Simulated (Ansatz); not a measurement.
Runs of Ansatz 0.2.0 on BP. It takes space group F-43m (No. 216, cubic). The conventional cell has a = 4.538 Å, b = 4.538 Å, c = 4.538 Å, α = 90.00°, β = 90.00°, γ = 90.00°. Around P (site symmetry -43m) lie 4 B at 1.97 Å. B (site symmetry -43m) is surrounded by 4 P at 1.97 Å. 

| task | level | cell | k mesh | smearing | points for each segment of the path | q mesh | mesh quality | gap on the mesh (eV) | pressure (GPa) | relaxed volume (Å³/atom) |
| --- | --- | --- | --- | --- | --- | --- | --- | --- | --- | --- |
| band structure | HF | as given | 5 × 5 × 5 | fermi-dirac 0.05 eV | 4 | - | coarse | 7.92 | 5.9 | - |
| band structure | revPBE | as given | 10 × 10 × 10 | fermi-dirac 0.05 eV | 14 | - | not flagged | 1.26 | 3.3 | - |
| band structure | RPBE | as given | 10 × 10 × 10 | fermi-dirac 0.05 eV | 14 | - | not flagged | 1.27 | 4.0 | - |
| band structure | HSE06 | as given | 5 × 5 × 5 | fermi-dirac 0.05 eV | 4 | - | coarse | 1.98 | -1.2 | - |
| relaxation of cell and atoms | PBEsol0 | relaxed | 5 × 5 × 5 | fermi-dirac 0.05 eV | - | - | coarse | (b) | 0.0 | 11.45 |
| phonons | LDA | as given | 7 × 7 × 7 | fixed | 8 | 2 × 2 × 2 | not flagged | (d) | - | - |
| relaxation of cell and atoms | PBEsol | relaxed | 10 × 10 × 10 | fermi-dirac 0.05 eV | - | - | not flagged | (a) | 0.0 | 11.54 |
| band structure | PBEsol0 | as given | 5 × 5 × 5 | fermi-dirac 0.05 eV | 4 | - | coarse | 2.61 | (c) | - |

Alike in all rows: potentials or basis Ansatz PAW; no spin polarisation; cutoff (eV) 420.

Fill in the values left out.

(a) 1.12; (b) 2.59; (c) -3.4; (d) 1.19.

Caveats: some runs use coarse meshes; the PAW data sets come from PBE, with cores solved anew for the run's functional, which leaves a small shift of forces and pressure; the thresholds are loose for stress (some runs); odd divisions of the mesh miss points on the zone boundary, where band edges often lie, so the gap on the mesh can be too wide (some runs); the plane-wave basis is chosen anew once the cell has moved, so the energies of steps on either side of that aren't comparable (some runs).

A k mesh can miss the band edges.

Runs at the PBE level aren't shown here.
